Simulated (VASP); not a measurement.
# Fe (Im-3m) in VASP: settings compared

The runs below take Fe through relaxation of cell and atoms, single point, with PBEsol, RPBE, PBE.

All numbers are computed with VASP 6.6.1; they aren't measurements. Logs are shortened: lines on timing, memory, paths and dates and some standing lists are left out, and cuts for length are marked.

## 1. The structure

Symmetry: Im-3m, No. 229, cubic system. The conventional cell has a = 2.886 Å, b = 2.886 Å, c = 2.886 Å, α = 90.00°, β = 90.00°, γ = 90.00°. Fe (site symmetry m-3m) is surrounded by 8 Fe at 2.50 Å.

## 2. Relaxation of cell and atoms, PBEsol, collinear spin, ferromagnetic start

Input file INCAR:

```
PREC = Accurate ; ENCUT = 600
EDIFF = 1E-6 ; ISMEAR = -1
SIGMA = 0.05 ; LREAL = F
LASPH = T ; NELM = 100
ALGO = Normal ; ISIF = 3
LWAVE = F ; LCHARG = F
ISPIN = 2 ; MAGMOM = 3
LORBIT = 11 ; LMAXMIX = 4
GGA = PS ; IBRION = 2
NSW = 40 ; EDIFFG = -0.01
```

Input file KPOINTS:

```
regular mesh
0
Gamma
  13 13 13
```

Input file POSCAR:

```
Fe
1.0
   -1.4430000000      1.4430000000      1.4430000000
    1.4430000000     -1.4430000000      1.4430000000
    1.4430000000      1.4430000000     -1.4430000000
Fe
1
Direct
    0.0000000000      0.0000000000      0.0000000000
```

Potentials or basis: VASP PAW PBE potentials, release 64 (Fe).

The run is started by

```
$ cat potpaw_PBE.64/Fe/POTCAR > POTCAR
$ mpirun -np 1 vasp_std > vasp.out
```

OUTCAR:

```text
PREC = Accurate
   ENCUT = 600
   EDIFF = 1E-6
   ISMEAR = -1
   LREAL = F
   LASPH = T
   NELM = 100
   ISIF = 3
   ISPIN = 2
   LORBIT = 11
   GGA = PS
   IBRION = 2
   NSW = 40
   EDIFFG = -0.01

 ion  position               nearest neighbor table
   1  0.000  0.000  0.000-

  LATTYP: Found a body centered cubic cell.
 ALAT       =     2.8860000000

  Lattice vectors:

 A1 = (  -1.4430000000,   1.4430000000,   1.4430000000)
 A2 = (   1.4430000000,  -1.4430000000,   1.4430000000)
 A3 = (   1.4430000000,   1.4430000000,  -1.4430000000)

Analysis of symmetry for initial positions (statically):
=====================================================================
 Subroutine PRICEL returns:
 Original cell was already a primitive cell.

 Routine SETGRP: Setting up the symmetry group for a
 body centered cubic supercell.

 Subroutine GETGRP returns: Found 48 space group operations
 (whereof 48 operations were pure point group operations)
 out of a pool of 48 trial point group operations.

The static configuration has the point symmetry O_h .

Analysis of symmetry for dynamics (positions and initial velocities):
=====================================================================
 Subroutine PRICEL returns:
 Original cell was already a primitive cell.

 Routine SETGRP: Setting up the symmetry group for a
 body centered cubic supercell.

 Subroutine GETGRP returns: Found 48 space group operations
 (whereof 48 operations were pure point group operations)
 out of a pool of 48 trial point group operations.

The dynamic configuration has the point symmetry O_h .

Analysis of structural, dynamic, and magnetic symmetry:
=====================================================================
 Subroutine PRICEL returns:
 Original cell was already a primitive cell.

 Routine SETGRP: Setting up the symmetry group for a
 body centered cubic supercell.

 Subroutine GETGRP returns: Found 48 space group operations
 (whereof 48 operations were pure point group operations)
 out of a pool of 48 trial point group operations.

The overall configuration has the point symmetry O_h .

 Subroutine INISYM returns: Found 48 space group operations
 (whereof 48 operations are pure point group operations),
 and found     1 'primitive' translations

----------------------------------------------------------------------------------------

                                     Primitive cell

  volume of cell :      12.0187

[... 106 lines left out ...]
     AMIX_MAG =   1.60;   BMIX_MAG =  1.00
  volume/ion in A,a.u.               =      12.02        81.11
  Fermi-wavevector in a.u.,A,eV,Ry     =   1.429394  2.701162 27.798962  2.043166
  Thomas-Fermi vector in A             =   2.549352
   LORBIT       =     11    0 simple, 1 ext, 2 COOP (PROOUT), +10 PAW based schemes
   GGA     = PS    functional components
   LHFCALC =     F    Hartree Fock is set to
   AEXX    =    0.0000 exact exchange contribution
   IVDW    =     0    specifies the selected vdW correction
   LEPSILON=     F    determine dielectric tensor
   LRPA    =     F    only Hartree local field effects (RPA)
 conjugate gradient relaxation of ions
 spin polarized calculation
  energy-cutoff  :      600.00
  volume of cell :       12.02
 maximum number of plane-waves:       415
   NGX =  9   NGY =  9   NGZ =  9

--------------------------------------- Ionic step        1  -------------------------------------------

 number of electron       7.9999995 magnetization       2.2897236

 Free energy of the ion-electron system (eV)
  ---------------------------------------------------
  ext. energy  EPLUGINS =         0.00000000
  ---------------------------------------------------
  free energy    TOTEN  =        -8.84386685 eV

  energy without entropy =       -8.83351047  energy(sigma->0) =       -8.83868866

------------------------ aborting loop because EDIFF is reached ----------------------------------------

  FORCE on cell =-STRESS in cart. coord.  units (eV):
  Direction    XX          YY          ZZ          XY          YZ          ZX
  --------------------------------------------------------------------------------------
  -------------------------------------------------------------------------------------
  Total       -1.3273992     -1.3273992     -1.3273992      0.0000000      0.0000000      0.0000000
  in kB     -176.9510524   -176.9510524   -176.9510524      0.0000000      0.0000000      0.0000000
  external PRESSURE =    -176.9510524 kB  Pullay stress =       0.0000000 kB
[... 162 lines left out ...]
--------------------------------------- Ionic step        6  -------------------------------------------

 number of electron       7.9999999 magnetization       2.0677131

 Free energy of the ion-electron system (eV)
  ---------------------------------------------------
  ext. energy  EPLUGINS =         0.00000000
  ---------------------------------------------------
  free energy    TOTEN  =        -8.92235214 eV

  energy without entropy =       -8.91358789  energy(sigma->0) =       -8.91797002

 E-fermi :   6.2686     XC(G=0): -13.5759

 val. band max:        6.2674734510   @ k =  -0.2308   0.3077   0.1538
 cond. band min:       6.2823536153   @ k =  -0.3846   0.4615   0.2308
 fundamental gap:      0.0148801643
 Fermi energy:         6.2685852113

 spin component 1

 k-point     1 :       0.0000    0.0000    0.0000
  band No.  band energies     occupation
      1      -2.6137      1.00000
      2       3.8226      1.00000
      3       3.8226      1.00000
      4       3.8226      1.00000
      5       5.1816      1.00000
      6       5.1816      1.00000
      7      31.6507      0.00000
      8      31.6507      0.00000
      9      31.6507      0.00000
     10      37.0949      0.00000
[... 287 lines left out ...]
 k-point    24 :       0.2308    0.0769    0.0769
  band No.  band energies     occupation
      1       0.9040      1.00000
      2       2.9124      1.00000
      3       3.3439      1.00000
      4       5.1282      1.00000
      5       5.3019      1.00000
      6       6.4587      0.02184
      7      20.1270      0.00000
      8      24.1543      0.00000
      9      26.4058      0.00000
     10      33.6004      0.00000

 [... further k-points ...]

 spin component 2

 k-point     1 :       0.0000    0.0000    0.0000
  band No.  band energies     occupation
      1      -2.3564      1.00000
      2       5.6157      1.00000
      3       5.6158      1.00000
      4       5.6158      1.00000
      5       7.7313      0.00000
      6       7.7314      0.00000
      7      31.5739      0.00000
      8      31.5739      0.00000
      9      31.5739      0.00000
     10      37.4176      0.00000
[... 327 lines left out ...]
  FREE ENERGIE OF THE ION-ELECTRON SYSTEM (eV)
  ---------------------------------------------------
  free  energy   TOTEN  =        -8.9223521433 eV

  energy  without entropy=       -8.9135878905  energy(sigma->0) =       -8.91797002

 reached required accuracy - stopping structural energy minimisation

 total charge

# of ion       s       p       d       tot
------------------------------------------
    1        0.512   0.592   6.283   7.387

 magnetization (x)

# of ion       s       p       d       tot
------------------------------------------
    1       -0.013  -0.051   2.113   2.050
```

OSZICAR:

```text
N       E                     dE             d eps       ncg     rms          rms(c)
DAV:   1     0.196244485283E+02    0.19624E+02   -0.43761E+03  3512   0.105E+03
DAV:   2    -0.938114506564E+01   -0.29006E+02   -0.26754E+02  3402   0.138E+02
[... 49 lines left out ...]
   5 F= -.89223387E+01 E0= -.89179551E+01  d E =-.259772E-06  mag=     2.0696
       N       E                     dE             d eps       ncg     rms          rms(c)
DAV:   1    -0.892246850279E+01   -0.12995E-03   -0.23690E-03  3602   0.830E-01    0.105E-01
DAV:   2    -0.892236369527E+01    0.10481E-03   -0.11005E-03  3654   0.473E-01    0.887E-02
DAV:   3    -0.892235314023E+01    0.10555E-04   -0.67184E-05  3672   0.124E-01    0.337E-02
DAV:   4    -0.892235214328E+01    0.99695E-06   -0.69750E-07  1874   0.132E-02
   6 F= -.89223521E+01 E0= -.89179700E+01  d E =-.137151E-04  mag=     2.0679
```

CONTCAR:

```text
Fe
   1.00000000000000
    -1.3919657275786601    1.3919657275786601    1.3919657275786601
     1.3919657275786601   -1.3919657275786601    1.3919657275786601
     1.3919657275786601    1.3919657275786601   -1.3919657275786601
  Fe
     1
Direct
     0.0000000000000000    0.0000000000000000    0.0000000000000000

  0.00000000E+00  0.00000000E+00  0.00000000E+00
```

Wall time 62 s (1 thread of Intel Xeon 6975P-C (Granite Rapids), shared host); peak memory 0.15 GiB.

Results:

| Property | Result |
| --- | --- |
| Free energy | -8.9224 eV |
| Relaxed volume | 10.79 Å³/atom |
| Relaxed cell | a = 2.411 Å, b = 2.411 Å, c = 2.411 Å, α = 109.47°, β = 109.47°, γ = 109.47° |
| Space group after relaxing (to 0.05 Å) | Im-3m (No. 229) |
| Energy gained by relaxing | 78.5 meV/atom |
| Ionic steps | 6 |
| Pressure after relaxing | 0.1 GPa |
| Band gap on the k mesh | none (metal or under the smearing width) |
| Net moment | 2.07 μB per cell |
| Site moments | Fe +2.05 μB |
| Valence electrons inside the program's atomic spheres | Fe 7.39 |

Step by step:
```tsv
step	energy change (eV)	largest force (eV/Å)	pressure (GPa)	volume (Å³)
1	0.0000	0.0000	-17.70	12.02
2	-0.0091	0.0000	26.41	9.85
3	-0.0785	0.0000	-0.16	10.80
4	-0.0785	0.0000	0.29	10.77
5	-0.0785	0.0000	-0.26	10.80
6	-0.0785	0.0000	0.14	10.79
```

Final structure:
```
Fe
1.0
    -1.39197    1.39197    1.39197
     1.39197   -1.39197    1.39197
     1.39197    1.39197   -1.39197
Fe
1
Direct
  0.00000 0.00000 0.00000
```

Levels at points of the mesh, in eV from the Fermi level:
Spin up:
```
           k point  band 1  band 2  band 3  band 4  band 5  band 6  band 7  band 8  band 9  band 10
(0.00, 0.00, 0.00)   -8.88   -2.45   -2.45   -2.45   -1.09   -1.09   25.38   25.38   25.38    30.83
```
Spin down:
| k point | band 1 | band 2 | band 3 | band 4 | band 5 | band 6 |
| --- | --- | --- | --- | --- | --- | --- |
| (0.00, 0.00, 0.00) | -8.62 | -0.65 | -0.65 | -0.65 | 1.46 | 1.46 |

Caveat: the PAW data sets were made with another functional, which shifts forces and pressure a little; the volume moved by -10 % from the deposited cell, more than functionals usually miss.

## 3. Relaxation of cell and atoms, RPBE, collinear spin, ferromagnetic start

Input file INCAR:

```
PREC = Accurate ; ENCUT = 600
EDIFF = 1E-6 ; ISMEAR = -1
SIGMA = 0.05 ; LREAL = False
LASPH = True ; NELM = 100
ALGO = Normal ; ISIF = 3
LWAVE = False ; LCHARG = False
ISPIN = 2 ; MAGMOM = 3
LORBIT = 11 ; LMAXMIX = 4
GGA = RP ; IBRION = 2
NSW = 60 ; EDIFFG = -0.01
```

Input file KPOINTS:

```
Automatic mesh
0
Gamma
  13 13 13
```

POSCAR is that of step 2.

Potentials or basis: VASP PAW PBE potentials, release 64 (Fe).

The run is started by

```
$ cat potpaw_PBE.64/Fe/POTCAR > POTCAR
$ mpirun -np 1 vasp_std > vasp.out
```

OUTCAR:

```text
PREC = Accurate
   ENCUT = 600
   EDIFF = 1E-6
   ISMEAR = -1
   LREAL = False
   LASPH = True
   NELM = 100
   ISIF = 3
   ISPIN = 2
   LORBIT = 11
   GGA = RP
   IBRION = 2
   NSW = 60
   EDIFFG = -0.01

 ion  position               nearest neighbor table
   1  0.000  0.000  0.000-

  LATTYP: Found a body centered cubic cell.
 ALAT       =     2.8860000000

  Lattice vectors:

 A1 = (  -1.4430000000,   1.4430000000,   1.4430000000)
 A2 = (   1.4430000000,  -1.4430000000,   1.4430000000)
 A3 = (   1.4430000000,   1.4430000000,  -1.4430000000)

Analysis of symmetry for initial positions (statically):
=====================================================================
 Subroutine PRICEL returns:
 Original cell was already a primitive cell.

 Routine SETGRP: Setting up the symmetry group for a
 body centered cubic supercell.

 Subroutine GETGRP returns: Found 48 space group operations
[... 270 lines left out ...]
      1      -2.5759      1.00000
      2       3.3608      1.00000
      3       3.3608      1.00000
      4       3.3608      1.00000
      5       4.4998      1.00000
      6       4.4998      1.00000
      7      30.3530      0.00000
      8      30.3530      0.00000
      9      30.3530      0.00000
     10      35.2440      0.00000
[... 287 lines left out ...]
 k-point    24 :       0.2308    0.0769    0.0769
  band No.  band energies     occupation
      1       0.7556      1.00000
      2       2.5787      1.00000
      3       2.9709      1.00000
      4       4.4613      1.00000
      5       4.5998      1.00000
      6       5.6949      0.12878
      7      18.7618      0.00000
      8      22.8091      0.00000
      9      24.6071      0.00000
     10      32.0113      0.00000

 [... further k-points ...]

 spin component 2

 k-point     1 :       0.0000    0.0000    0.0000
  band No.  band energies     occupation
      1      -2.4808      1.00000
      2       5.3867      0.98597
      3       5.3869      0.98593
      4       5.3869      0.98593
      5       7.3922      0.00000
      6       7.3924      0.00000
      7      29.9782      0.00000
      8      29.9782      0.00000
      9      29.9782      0.00000
     10      35.3285      0.00000
[... 327 lines left out ...]
  FREE ENERGIE OF THE ION-ELECTRON SYSTEM (eV)
  ---------------------------------------------------
  free  energy   TOTEN  =        -7.7578523147 eV

  energy  without entropy=       -7.7479258562  energy(sigma->0) =       -7.75288909

 reached required accuracy - stopping structural energy minimisation

 total charge

# of ion       s       p       d       tot
------------------------------------------
    1        0.473   0.514   6.212   7.199

 magnetization (x)

# of ion       s       p       d       tot
------------------------------------------
    1       -0.016  -0.064   2.339   2.259
```

OSZICAR:

```text
N       E                     dE             d eps       ncg     rms          rms(c)
DAV:   1     0.209575567772E+02    0.20958E+02   -0.43835E+03  3512   0.106E+03
DAV:   2    -0.796207427912E+01   -0.28920E+02   -0.26679E+02  3404   0.138E+02
[... 22 lines left out ...]
DAV:   1    -0.776240746021E+01   -0.48013E-02   -0.88320E-02  3620   0.497E+00    0.689E-01
DAV:   2    -0.775843876342E+01    0.39687E-02   -0.49102E-02  3660   0.305E+00    0.609E-01
DAV:   3    -0.775792854580E+01    0.51022E-03   -0.34237E-03  3694   0.853E-01    0.209E-01
DAV:   4    -0.775788655621E+01    0.41990E-04   -0.31323E-05  3728   0.905E-02    0.422E-02
DAV:   5    -0.775785141970E+01    0.35137E-04   -0.51991E-05  3508   0.690E-02    0.101E-02
DAV:   6    -0.775785231475E+01   -0.89504E-06   -0.10787E-06  2218   0.155E-02
   3 F= -.77578523E+01 E0= -.77528891E+01  d E =-.275378E-02  mag=     2.2500
```

Wall time 20 s (1 thread of Intel Xeon 6975P-C (Granite Rapids), shared host); peak memory 0.14 GiB.

What came out:

```yaml
Free_energy: -7.7579 eV
Relaxed_volume: 11.72 Å³/atom
Relaxed_cell: a = 2.479 Å, b = 2.479 Å, c = 2.479 Å, α = 109.47°, β = 109.47°, γ = 109.47°
Space_group_after_relaxing_to_0.05_Å: Im-3m (No. 229)
Energy_gained_by_relaxing: 2.8 meV/atom
Ionic_steps: 3
Pressure_after_relaxing: 0.1 GPa
Band_gap_on_the_k_mesh: none (metal or under the smearing width)
Net_moment: 2.25 μB per cell
Site_moments: Fe +2.26 μB
Valence_electrons_inside_the_program's_atomic_spheres: Fe 7.20
```

Step by step:
```csv
step,energy change (eV),largest force (eV/Å),pressure (GPa),volume (Å³)
1,0.0000,0.0000,-2.95,12.02
2,-0.0025,0.0000,0.89,11.64
3,-0.0028,0.0000,0.05,11.72
```

Final structure:
```cif
data_structure
_symmetry_space_group_name_H-M 'P 1'
_symmetry_Int_Tables_number 1
_cell_length_a 2.4787
_cell_length_b 2.4787
_cell_length_c 2.4787
_cell_angle_alpha 109.471
_cell_angle_beta 109.471
_cell_angle_gamma 109.471
_cell_volume 11.72
loop_
_atom_site_label
_atom_site_type_symbol
_atom_site_fract_x
_atom_site_fract_y
_atom_site_fract_z
_atom_site_occupancy
Fe1 Fe 0.00000 0.00000 0.00000 1
```

Caveat: the PAW data sets were made with another functional, which shifts forces and pressure a little.

## 4. Single point, PBE, collinear spin, ferromagnetic start

Input file INCAR:

```
SYSTEM = Fe
PREC = Accurate
ENCUT = 550
EDIFF = 1E-7
ISMEAR = 0
SIGMA = 0.05
LREAL = .FALSE.
LASPH = .TRUE.
NELM = 120
ALGO = Fast
ISIF = 2
LWAVE = .FALSE.
LCHARG = .FALSE.
ISPIN = 2
MAGMOM = 3
LORBIT = 11
LMAXMIX = 4
GGA = PE
NBANDS = 14
```

Input file KPOINTS:

```
regular mesh
0
G
  13 13 13
  0 0 0
```

POSCAR is that of step 3.

Potentials or basis: VASP PAW PBE potentials, release 64 (Fe_GW).

The run is started by

```
$ cat potpaw_PBE.64/Fe_GW/POTCAR > POTCAR
$ mpirun -np 1 vasp_std > vasp.out
```

It took 35 s on 1 thread of Intel Xeon Platinum 8488C (Sapphire Rapids), shared host; peak memory 0.16 GiB.

Results (log left out):

| Quantity | Value |
| --- | --- |
| Free energy | -8.2392 eV |
| Pressure | -10.0 GPa |
| Band gap on the k mesh | none (metal or under the smearing width) |
| Net moment | 2.28 μB per cell |
| Site moments | Fe +2.27 μB |
| Valence electrons inside the program's atomic spheres | Fe 7.09 |

Levels at points of the mesh, in eV from the Fermi level:
Spin up:
```csv
k point,band 3,band 4,band 5,band 6,band 7,band 8
"(0.00, 0.00, 0.00)",-2.18,-2.18,-1.07,-1.07,24.01,24.01
```
Spin down:
| k point | band 1 | band 2 | band 3 | band 4 | band 5 | band 6 |
| --- | --- | --- | --- | --- | --- | --- |
| (0.00, 0.00, 0.00) | -7.93 | -0.16 | -0.16 | -0.16 | 1.76 | 1.76 |

## 5. Overview

```csv
task,level,potentials or basis,cell,cutoff (eV),smearing,gap on the mesh (eV),pressure (GPa),moment (μB),relaxed volume (Å³/atom)
relaxation of cell and atoms,PBEsol,"VASP PAW PBE potentials, release 64 (Fe)",relaxed,600,fermi-dirac 0.05 eV,none,0.1,2.07,10.79
relaxation of cell and atoms,RPBE,"VASP PAW PBE potentials, release 64 (Fe)",relaxed,600,fermi-dirac 0.05 eV,none,0.1,2.25,11.72
single point,PBE,"VASP PAW PBE potentials, release 64 (Fe_GW)",as given,550,gaussian 0.05 eV,none,-10.0,2.28,-
```

Alike in all rows: spin collinear, ferromagnetic start; k mesh 13 × 13 × 13.

Caveats: the PAW data sets were made with another functional, which shifts forces and pressure a little (some runs); the volume moved by -10 % from the deposited cell, more than functionals usually miss (some runs).

Total energies depend on the potentials used, so only differences within one code and one set of settings carry meaning.
